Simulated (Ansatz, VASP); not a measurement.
One calculation of SrO, two programs

The input INCAR:

```
SYSTEM = SrO
PREC = Accurate
ENCUT = 520
EDIFF = 1E-6
ISMEAR = 0
SIGMA = 0.01
LREAL = .False.
LASPH = .True.
NELM = 100
ALGO = Fast
ISIF = 2
LWAVE = .False.
LCHARG = .False.
GGA = PE
NBANDS = 24
```

KPOINTS

```
regular mesh
0
Gamma
  6 6 4
  0 0 0
```

The input POSCAR:

```
SrO
1.0
    4.2700252809      0.0000000000      0.0000000000
   -2.1350126404      3.6979503680      0.0000000000
    0.0000000000      0.0000000000      5.1444569793
Sr O
2 2
Direct
    0.3333333333      0.6666666667      0.2500000000
    0.6666666667      0.3333333333      0.7500000000
    0.6666666667      0.3333333333      0.2500000000
    0.3333333333      0.6666666667      0.7500000000
```

Input for Ansatz:

```yaml
crystal:
  lattice:
    - [4.2700252809, 0.0, 0.0]
    - [-2.1350126404, 3.697950368, 0.0]
    - [0.0, 0.0, 5.1444569793]
  atoms:
    - { symbol: Sr, position: [0.3333333333, 0.6666666667, 0.25] }
    - { symbol: Sr, position: [0.6666666667, 0.3333333333, 0.75] }
    - { symbol: O, position: [0.6666666667, 0.3333333333, 0.25] }
    - { symbol: O, position: [0.3333333333, 0.6666666667, 0.75] }
kpoints:
  mp_grid: { grid: [6, 6, 4] }
hamiltonian:
  xc: pbe
scf:
  occupations: { method: fixed }
  n_extra_bands: 5
output:
  forces: true
  stress: true
  eigenvalues: true
```

Alike in both runs: task single point; functional PBE; k mesh 6 × 6 × 4; no spin polarisation.

```csv
,VASP,Ansatz
version,VASP 6.6.1,Ansatz 0.2.0
potentials or method,"VASP PAW PBE potentials, release 64 (Sr_sv, O)",plane waves
plane-wave cutoff (eV),520,420
occupations,"gaussian, width 0.01 eV",fixed
valence electrons in the cell,32,32
```

VASP gave:

| Quantity | Value |
| --- | --- |
| gap on the k mesh at the Fermi level (eV) | 2.64 |
| pressure (GPa) | 1.7 |
| largest component of the traceless stress (GPa) | 0.30 |

Problem. What did Ansatz give for the same quantities?

Solution. gap on the k mesh at the Fermi level (eV): 2.66; pressure (GPa): 1.2; largest component of the traceless stress (GPa): 0.29.

A hybrid or GW would open this gap; PBE tends to underestimate it.
